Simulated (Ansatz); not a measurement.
# C: random displacements

Theory: DFT r2SCAN, scalar-relativistic, plane waves, PAW (Ansatz 0.2.0). Cutoff 500 eV, Γ-centred 6×6×6 k-points, Gaussian smearing of 0.05 eV. No spin polarisation. Energies are free energies at this smearing, counted from the undisturbed cell; pressure is positive in compression.

Reference structure (relaxed at this level):

```
C
1.0
     3.56028    0.00000    0.00000
     0.00000   -3.56028    0.00000
     0.00000    0.00000   -3.56028
C
8
Direct
  0.50000 0.00000 0.00000
  0.00000 0.50000 0.00000
  0.00000 0.00000 0.50000
  0.50000 0.50000 0.50000
  0.75000 0.75000 0.75000
  0.25000 0.25000 0.75000
  0.25000 0.75000 0.25000
  0.75000 0.25000 0.25000
```

After a displacement of all atoms with no net shift and a strain of the cell, the run gives ΔE = 1358.4 meV/atom; stress (xx, yy, zz, yz, xz, xy; compression positive) (94.63, -7.92, 129.82, 19.67, -91.25, 34.48) GPa.

```tsv
atom	Fx (eV/Å)	Fy	Fz
C1	-1.132	13.903	1.875
C2	1.049	-6.181	1.747
C3	-2.733	0.564	7.440
C4	10.706	6.421	-10.009
C5	5.785	1.490	0.717
C6	-11.093	-1.443	8.241
C7	-10.505	-9.306	1.123
C8	7.922	-5.448	-11.136
```

(1) Which displacements (Å, in the unstrained cell) and strain were applied?

## Answers

(1)
| atom | ux | uy | uz |
| --- | --- | --- | --- |
| C1 | 0.05 | -0.19 | 0.00 |
| C2 | -0.07 | 0.15 | -0.02 |
| C3 | 0.09 | 0.01 | -0.22 |
| C4 | -0.14 | -0.08 | 0.14 |
| C5 | -0.15 | -0.04 | -0.01 |
| C6 | 0.16 | -0.06 | -0.10 |
| C7 | 0.06 | 0.15 | 0.13 |
| C8 | 0.00 | 0.06 | 0.07 |
Strain (Voigt, engineering shear): (-0.0297, 0.0706, -0.0786, -0.0642, 0.0950, -0.0624).

Cost: 1 run of about 0.31 core-minutes, on Oxide Virtual Turin-like Processor (Zen 5) (shared hosts).